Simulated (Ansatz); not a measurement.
Crystal: BeTe.

```
CELL_PARAMETERS angstrom
1.78700 -4.79745 0.00000
1.78700 4.79745 0.00000
0.00000 0.00000 3.56915
ATOMIC_POSITIONS crystal
Be 0.50000 0.50000 0.50000
Te 0.00000 0.00000 0.00000
```

The cell was built by a generator and needn't be a form met in nature.

| Property | Result |
| --- | --- |
| Program | Ansatz 0.2.0 |
| Task | relaxation of cell and atoms |
| Functional | HSEsol |
| Potentials or basis | Ansatz PAW |
| Cutoff | 420 eV (not typed: the program's choice for these potentials) |
| k mesh | 4 × 4 × 4 |
| Occupations | fermi-dirac, width 0.05 eV |
| Spin | no spin polarisation |

At the start: volume 30.60 Å³/atom.

Task: Where does the relaxation end?

Result: It ends after 10 steps and the volume is 24.65 Å³/atom (-19.4 %); space group Cmmm (No. 65, to 0.05 Å).

The path:
| step | energy change (eV) | largest force (eV/Å) | volume (Å³) |
| --- | --- | --- | --- |
| 1 | 0.0000 | 0.0000 | 61.20 |
| 2 | -0.0084 | 0.0000 | 58.57 |
| 3 | -0.0129 | 0.0000 | 58.59 |
| 4 | -0.0206 | 0.0000 | 56.96 |
| 5 | -0.0310 | 0.0000 | 54.09 |
| 6 | -0.0424 | 0.0000 | 50.66 |
| 7 | -0.0436 | 0.0000 | 49.92 |
| 8 | -0.0461 | 0.0000 | 49.30 |
| 9 | -0.0461 | 0.0000 | 49.31 |
| 10 | -0.0452 | 0.0000 | 49.31 |

Final structure:
```
Be Te
1.0
     1.77193   -3.96824    0.00000
     1.77193    3.96824    0.00000
     0.00000    0.00000    3.50632
Be Te
1 1
Direct
  0.50000 0.50000 0.50000
  0.00000 0.00000 0.00000
```

Caveat: the k mesh is coarse (spacing up to 0.47 Å⁻¹), so the values aren't converged, least of all with exact exchange; the volume moved by over 15 % at a fixed basis, so the end points are rough; the plane-wave basis is chosen anew once the cell has moved, so the energies of steps on either side of that aren't comparable; the PAW data sets come from PBE, with cores solved anew for the run's functional, which leaves a small shift of forces and pressure.
